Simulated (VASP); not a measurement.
# Al2O3 (Corundum) (R-3c) in VASP: notebook

The runs below take Al2O3 (Corundum) through single point, with PBE.

Program: VASP 6.6.1. These are calculated values, not measurements. Logs are shortened: lines on timing, memory, paths and dates and some standing lists are left out, and cuts for length are marked.

**The experiment to reproduce.**

“Multi-petahertz electron interference in Cr:Al2O3 solid-state material”, 2018, pmc:5906618 quotes, for a bulk crystal of Al2O3: band gap 8.7 eV (optical).

How close the calculation comes is told below.

### 1 The structure

It takes space group R-3c (No. 167, trigonal). Conventional cell: a = 4.809 Å, b = 4.809 Å, c = 13.123 Å, α = 90.00°, β = 90.00°, γ = 120.00°. Al (site symmetry 3) has 6 O at 1.87 to 1.99 Å as nearest neighbours. O (site symmetry 2) has 4 Al at 1.87 to 1.99 Å as nearest neighbours.

### 2 Single point, PBE

The input, INCAR:

```
  PREC = Accurate
  ENCUT = 520
  EDIFF = 1E-6
  ISMEAR = 0
  SIGMA = 0.02
  LREAL = F
  LASPH = T
  NELM = 100
  ALGO = Normal
  ISIF = 2
  LWAVE = F
  LCHARG = F
  GGA = PE
  NBANDS = 35
```

The input, KPOINTS:

```
Automatic mesh
0
Gamma
  6 6 6
```

The input, POSCAR:

```
Al2O3
1.0
    2.4043547030      1.3881548349      4.3744984162
   -2.4043547030      1.3881548349      4.3744984162
    0.0000000000     -2.7763096701      4.3744984161
Al O
4 6
Direct
    0.3521453522      0.3521453522      0.3521453522
    0.1478546478      0.1478546478      0.1478546478
    0.6478546478      0.6478546478      0.6478546478
    0.8521453522      0.8521453522      0.8521453522
    0.5561715154      0.9438284846      0.2500000000
    0.2500000000      0.5561715154      0.9438284846
    0.9438284846      0.2500000000      0.5561715154
    0.4438284846      0.0561715154      0.7500000000
    0.7500000000      0.4438284846      0.0561715154
    0.0561715154      0.7500000000      0.4438284846
```

Potentials or basis: VASP PAW PBE potentials, release 64 (Al, O).

The run is started by

```bash
> cat potpaw_PBE.64/Al/POTCAR potpaw_PBE.64/O/POTCAR > POTCAR
> mpirun -np 1 vasp_std > vasp.out
```

OUTCAR:

```text
PREC = Accurate
   ENCUT = 520
   EDIFF = 1E-6
   ISMEAR = 0
   LREAL = F
   LASPH = T
   NELM = 100
   ISIF = 2
   GGA = PE

 ion  position               nearest neighbor table
   1  0.352  0.352  0.352-   8 1.87   9 1.87  10 1.87   6 1.99   7 1.99   5 1.99   2 2.68   3 2.82
                             3 2.82   3 2.82   2 3.25   2 3.25   2 3.25
   2  0.148  0.148  0.148-   8 1.87  10 1.87   9 1.87   7 1.99   6 1.99   5 1.99   1 2.68   4 2.82
                             4 2.82   4 2.82   1 3.25   1 3.25   1 3.25
   3  0.648  0.648  0.648-   5 1.87   6 1.87   7 1.87   9 1.99  10 1.99   8 1.99   4 2.68   1 2.82
                             1 2.82   1 2.82   4 3.25   4 3.25   4 3.25
   4  0.852  0.852  0.852-   5 1.87   7 1.87   6 1.87  10 1.99   9 1.99   8 1.99   3 2.68   2 2.82
                             2 2.82   2 2.82   3 3.25   3 3.25   3 3.25
   5  0.556  0.944  0.250-   3 1.87   4 1.87   1 1.99   2 1.99
   6  0.250  0.556  0.944-   3 1.87   4 1.87   1 1.99   2 1.99
   7  0.944  0.250  0.556-   4 1.87   3 1.87   2 1.99   1 1.99
   8  0.444  0.056  0.750-   1 1.87   2 1.87   3 1.99   4 1.99
   9  0.750  0.444  0.056-   1 1.87   2 1.87   3 1.99   4 1.99
  10  0.056  0.750  0.444-   2 1.87   1 1.87   4 1.99   3 1.99

  LATTYP: Found a trigonal (rhomboedric) cell.
 ALAT       =     5.1811322871
 COS(alpha) =     0.5692971867

  Lattice vectors:

 A1 = (   2.4043547030,   1.3881548349,   4.3744984162)
 A2 = (  -2.4043547030,   1.3881548349,   4.3744984162)
 A3 = (   0.0000000000,  -2.7763096701,   4.3744984161)

Analysis of symmetry for initial positions (statically):
=====================================================================
 Subroutine PRICEL returns:
 Original cell was already a primitive cell.

 Routine SETGRP: Setting up the symmetry group for a
 trigonal (rhombohedral) supercell.

 Subroutine GETGRP returns: Found 12 space group operations
 (whereof  6 operations were pure point group operations)
 out of a pool of 12 trial point group operations.

The static configuration has the point symmetry S_6 .
 The point group associated with its full space group is D_3d.

Analysis of symmetry for dynamics (positions and initial velocities):
=====================================================================
 Subroutine PRICEL returns:
 Original cell was already a primitive cell.

 Routine SETGRP: Setting up the symmetry group for a
 trigonal (rhombohedral) supercell.

 Subroutine GETGRP returns: Found 12 space group operations
 (whereof  6 operations were pure point group operations)
 out of a pool of 12 trial point group operations.

The dynamic configuration has the point symmetry S_6 .
 The point group associated with its full space group is D_3d.

 Subroutine INISYM returns: Found 12 space group operations
 (whereof  6 operations are pure point group operations),
 and found     1 'primitive' translations

----------------------------------------------------------------------------------------

                                     Primitive cell

  volume of cell :      87.6024

  direct lattice vectors                    reciprocal lattice vectors
     2.404354703  1.388154835  4.374498416     0.207956006  0.120063456  0.076199212
    -2.404354703  1.388154835  4.374498416    -0.207956006  0.120063456  0.076199212
     0.000000000 -2.776309670  4.374498416     0.000000000 -0.240126912  0.076199212

  length of vectors
     5.181132287  5.181132287  5.181132287     0.251927080  0.251927080  0.251927080

  position of ions in fractional coordinates (direct lattice)
     0.352145352  0.352145352  0.352145352
     0.147854648  0.147854648  0.147854648
     0.647854648  0.647854648  0.647854648
     0.852145352  0.852145352  0.852145352
     0.556171515  0.943828485  0.250000000
     0.250000000  0.556171515  0.943828485
     0.943828485  0.250000000  0.556171515
     0.443828485  0.056171515  0.750000000
     0.750000000  0.443828485  0.056171515
     0.056171515  0.750000000  0.443828485

  ion indices of the primitive-cell ions
   primitive index   ion index
                 1           1
                 2           2
                 3           3
                 4           4
                 5           5
                 6           6
                 7           7
                 8           8
                 9           9
                10          10

----------------------------------------------------------------------------------------

 KPOINTS: Automatic mesh

Automatic generation of k-mesh.
 Grid dimensions read from file:
 generate k-points for:    6    6    6

 Generating k-lattice:

  Cartesian coordinates                     Fractional coordinates (reciprocal lattice)
     0.034659334  0.020010576  0.012699869     0.166666667  0.000000000  0.000000000
    -0.034659334  0.020010576  0.012699869     0.000000000  0.166666667  0.000000000
     0.000000000 -0.040021152  0.012699869     0.000000000  0.000000000  0.166666667

  Length of vectors
     0.041987847  0.041987847  0.041987847

  Shift w.r.t. Gamma in fractional coordinates (k-lattice)
     0.000000000  0.000000000  0.000000000

 Subroutine IBZKPT returns following result:
 ===========================================

 Found     32 irreducible k-points:

 Following reciprocal coordinates:
            Coordinates               Weight
  0.000000  0.000000  0.000000      1.000000
  0.166667  0.000000 -0.000000      6.000000
  0.333333  0.000000 -0.000000      6.000000
  0.500000 -0.000000 -0.000000      3.000000
  0.166667  0.166667 -0.000000      6.000000
  0.333333  0.166667 -0.000000     12.000000
[... 16 lines left out ...]
  0.500000  0.500000  0.166667      6.000000
 -0.333333  0.500000  0.166667     12.000000
 [... further k-points ...]
   k-points           NKPTS =     32   k-points in BZ     NKDIM =     32   number of bands    NBANDS=     35
   number of dos      NEDOS =    301   number of ions     NIONS =     10
   total plane-waves  NPLWV =  64000
   dimension x,y,z NGX =    40 NGY =   40 NGZ =   40
   dimension x,y,z NGXF=    80 NGYF=   80 NGZF=   80
   ions per type =               4   6
   NGX,Y,Z   is equivalent  to a cutoff of  12.83, 12.83, 12.83 a.u.
   NGXF,Y,Z  is equivalent  to a cutoff of  25.67, 25.67, 25.67 a.u.
 SYSTEM =  unknown system
   PREC   = accura    normal or accurate (medium, high low for compatibility)
   ISTART =      0    job   : 0-new  1-cont  2-samecut
   ICHARG =      2    charge: 1-file 2-atom 10-const
   ISPIN  =      1    spin polarized calculation?
   LNONCOLLINEAR =      F non collinear calculations
   LSORBIT =      F    spin-orbit coupling
   LASPH  =      T    aspherical Exc in radial PAW
   ENCUT  =  520.0 eV  38.22 Ry    6.18 a.u.   9.63  9.63  9.63*2*pi/ulx,y,z
   NELM   =    100;   NELMIN=  2; NELMDL= -5     # of ELM steps
   EDIFF  = 0.1E-05   stopping-criterion for ELM
   LREAL  =      F    real-space projection
   EDIFFG = 0.1E-04   stopping-criterion for IOM
   NSW    =      0    number of steps for IOM
   IBRION =     -1    ionic relax: 0-MD 1-quasi-New 2-CG
   NFREE  =      0    steps in history (QN), initial steepest desc. (CG)
   ISIF   =      2    stress and relaxation
   ISYM   =      2    0-nonsym 1-usesym 2-fastsym
   POTIM  = 0.5000    time-step for ionic-motion
   TEBEG  =    0.0;   TEEND  =   0.0 temperature during run
   PSTRESS=    0.0 pullay stress
   NELECT =      48.0000    total number of electrons
   NUPDOWN=      -1.0000    fix difference up-down
   EMIN   =  10.00;   EMAX   =-10.00  energy-range for DOS
   EFERMI =   0.00;   METHOD = LEGACY
   ISMEAR =     0;   SIGMA  =   0.02  broadening in eV -4-tet -1-fermi 0-gaus
   EFERMI_NEDOS =   21; number of points for ismear=-14 and -15
   IALGO  =     38    algorithm
   IMIX   =      4    mixing-type and parameters
     AMIX     =   0.40;   BMIX     =  1.00
     AMIX_MAG =   1.60;   BMIX_MAG =  1.00
  volume/ion in A,a.u.               =       8.76        59.12
  Fermi-wavevector in a.u.,A,eV,Ry     =   1.339625  2.531524 24.416951  1.794595
  Thomas-Fermi vector in A             =   2.468002
   LORBIT       =      0    0 simple, 1 ext, 2 COOP (PROOUT), +10 PAW based schemes
   GGA     = PE    functional components
   LHFCALC =     F    Hartree Fock is set to
   AEXX    =    0.0000 exact exchange contribution
   IVDW    =     0    specifies the selected vdW correction
   LEPSILON=     F    determine dielectric tensor
   LRPA    =     F    only Hartree local field effects (RPA)
 non-spin polarized calculation
 Gauss-broadening in eV      SIGMA  =   0.02
  energy-cutoff  :      520.00
  volume of cell :       87.60
 maximum number of plane-waves:      2371
 NGX is ok and might be reduce to    40
   NGX = 19   NGY = 19   NGZ = 19

 number of electron      48.0000008 magnetization

 Free energy of the ion-electron system (eV)
  ---------------------------------------------------
  ext. energy  EPLUGINS =         0.00000000
  ---------------------------------------------------
  free energy    TOTEN  =       -74.81221780 eV

  energy without entropy =      -74.81221780  energy(sigma->0) =      -74.81221780

 E-fermi :   5.9403     XC(G=0): -11.5381

 val. band max:        5.7998915094   @ k =   0.0000   0.0000   0.0000
 cond. band min:      11.6469803747   @ k =   0.0000   0.0000   0.0000
 fundamental gap:      5.8470888653
 Fermi energy:         5.9403154154

 k-point     1 :       0.0000    0.0000    0.0000
  band No.  band energies     occupation
      1     -13.2135      2.00000
      2     -10.9929      2.00000
      3     -10.7300      2.00000
      4     -10.7300      2.00000
      5     -10.4234      2.00000
      6     -10.4234      2.00000
[... 27 lines left out ...]
     34      18.9418      0.00000
     35      20.1410      0.00000

 k-point     2 :       0.1667    0.0000   -0.0000
  band No.  band energies     occupation
      1     -13.0759      2.00000
      2     -11.0627      2.00000
      3     -10.8054      2.00000
      4     -10.7556      2.00000
      5     -10.4887      2.00000
      6     -10.4337      2.00000
[... 27 lines left out ...]
     34      18.5139      0.00000
     35      19.9646      0.00000
[... 796 lines left out ...]
     34      18.9966      0.00000
     35      19.2486      0.00000

 k-point    24 :      -0.3333    0.5000    0.1667
  band No.  band energies     occupation
      1     -11.9657      2.00000
      2     -11.6093      2.00000
      3     -11.3683      2.00000
      4     -11.1598      2.00000
      5     -10.6027      2.00000
      6     -10.4053      2.00000
[... 27 lines left out ...]
     34      19.0022      0.00000
     35      19.1075      0.00000

 [... further k-points ...]
[... 5 lines left out ...]
  --------------------------------------------------------------------------------------
  -------------------------------------------------------------------------------------
  Total       -0.0701478     -0.0701478     -0.0877681     -0.0000000      0.0000000      0.0000000
  in kB       -1.2829467     -1.2829467     -1.6052073     -0.0000000      0.0000000      0.0000000
  external PRESSURE =      -1.3903669 kB  Pullay stress =       0.0000000 kB

 VOLUME and BASIS-vectors are now :
 -----------------------------------------------------------------------------
  energy-cutoff  :      520.00
  volume of cell :       87.60
      direct lattice vectors                 reciprocal lattice vectors
     2.404354703  1.388154835  4.374498416     0.207956006  0.120063456  0.076199212
    -2.404354703  1.388154835  4.374498416    -0.207956006  0.120063456  0.076199212
     0.000000000 -2.776309670  4.374498416     0.000000000 -0.240126912  0.076199212

 POSITION                                       TOTAL-FORCE (eV/Angst)
 -----------------------------------------------------------------------------------
      0.00000     -0.00000      4.62138         0.000000     -0.000000      0.004284
      0.00000     -0.00000      1.94037         0.000000      0.000000     -0.004284
      0.00000     -0.00000      8.50212         0.000000      0.000000     -0.004284
      0.00000     -0.00000     11.18313         0.000000     -0.000000      0.004284
     -0.93206      1.38815      7.65537        -0.000098      0.000000     -0.000000
     -0.73614     -1.50127      7.65537         0.000049     -0.000085     -0.000000
      1.66821      0.11311      7.65537         0.000049      0.000085      0.000000
      0.93206     -1.38815      5.46812         0.000098     -0.000000     -0.000000
      0.73614      1.50127      5.46812        -0.000049      0.000085      0.000000
     -1.66821     -0.11311      5.46812        -0.000049     -0.000085     -0.000000
 -----------------------------------------------------------------------------------
    total drift:                                0.000000     -0.000000      0.000000

  FREE ENERGIE OF THE ION-ELECTRON SYSTEM (eV)
  ---------------------------------------------------
  free  energy   TOTEN  =       -74.8122178034 eV

  energy  without entropy=      -74.8122178034  energy(sigma->0) =      -74.81221780
```

Run time: 92 s. Hardware: 1 thread of Intel Xeon Platinum 8488C (Sapphire Rapids), shared host; peak memory 0.25 GiB.

Results:

| Property | Result |
| --- | --- |
| Free energy | -74.8122 eV |
| Pressure | -0.1 GPa |
| Largest force | 0.004 eV/Å |
| Band gap on the k mesh | 5.85 eV, direct |

Forces in eV/Å, atoms in the order of the input:
```
Al   0.000  0.000  0.004
Al   0.000  0.000 -0.004
Al   0.000  0.000 -0.004
Al   0.000  0.000  0.004
O    0.000  0.000  0.000
O    0.000  0.000  0.000
O    0.000  0.000  0.000
O    0.000  0.000  0.000
O    0.000  0.000  0.000
O    0.000  0.000  0.000
```

(Part 1 of 2 ends here.)
